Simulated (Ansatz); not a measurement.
**What a trial cell of Zr relaxes into**

The calculation used DFT r2SCAN, scalar-relativistic, plane waves, PAW (Ansatz). Cutoff 500 eV, Γ-centred k mesh, Gaussian smearing, no spin polarisation in the final step.

The start puts Zr on the alpha-boron structure type (R-3m, No. 166), at a guessed volume.

```
CELL_PARAMETERS angstrom
3.70369 2.13833 6.31628
-3.70369 2.13833 6.31628
0.00000 -4.27665 6.31628
ATOMIC_POSITIONS crystal
Zr 0.01019 0.65361 0.01019
Zr 0.01019 0.01019 0.65361
Zr 0.65361 0.01019 0.01019
Zr 0.98981 0.34639 0.98981
Zr 0.34639 0.98981 0.98981
Zr 0.98981 0.98981 0.34639
Zr 0.22118 0.63060 0.22118
Zr 0.22118 0.22118 0.63060
Zr 0.63060 0.22118 0.22118
Zr 0.77882 0.36940 0.77882
Zr 0.36940 0.77882 0.77882
Zr 0.77882 0.77882 0.36940
```

Cell and atoms relax at zero pressure; the relaxation can't lower the symmetry of the start. After a coarse first stage the cell is made exact in the group found at 0.06 Å.

Energies count from the standard state of Zr at the same level.

Which crystal results?

It keeps R-3m (No. 166), but not the shape of the type it started on. Conventional cell: a = 5.983 Å, c = 31.612 Å. Zr on Wyckoff site h (6 atoms of the primitive cell) has 7 Zr at 2.96–3.04 Å; Zr on Wyckoff site h (6 atoms of the primitive cell) has 8 Zr at 2.95–3.14 Å.

```xyz
12
Lattice="2.9916 1.7272 10.5372 -2.9916 1.7272 10.5372 0.0000 -3.4544 10.5372" Properties=species:S:1:pos:R:3 pbc="T T T"
Zr   -1.4884    0.8593    6.7505
Zr    0.0000   -1.7187    6.7505
Zr    1.4884    0.8593    6.7505
Zr    1.4884   -0.8593   24.8611
Zr   -1.4884   -0.8593   24.8611
Zr    0.0000    1.7187   24.8611
Zr   -1.4754    0.8518   11.8383
Zr    0.0000   -1.7036   11.8383
Zr    1.4754    0.8518   11.8383
Zr    1.4754   -0.8518   19.7733
Zr   -1.4754   -0.8518   19.7733
Zr    0.0000    1.7036   19.7733
```

What are its volume, energy, density and gap?

The volume per atom is 27.22 Å³. The density is 5.56 g/cm³. The energy over the standard structure is 0.95 eV/atom and the gap on the 9×9×9 mesh is 0 eV (a metal).

The final run used a 9×9×9 mesh on its 12-atom cell and 0.10 eV smearing. The k mesh leaves about 4 meV/atom of noise in metals. A structure relaxed within its symmetry needn't be a true minimum.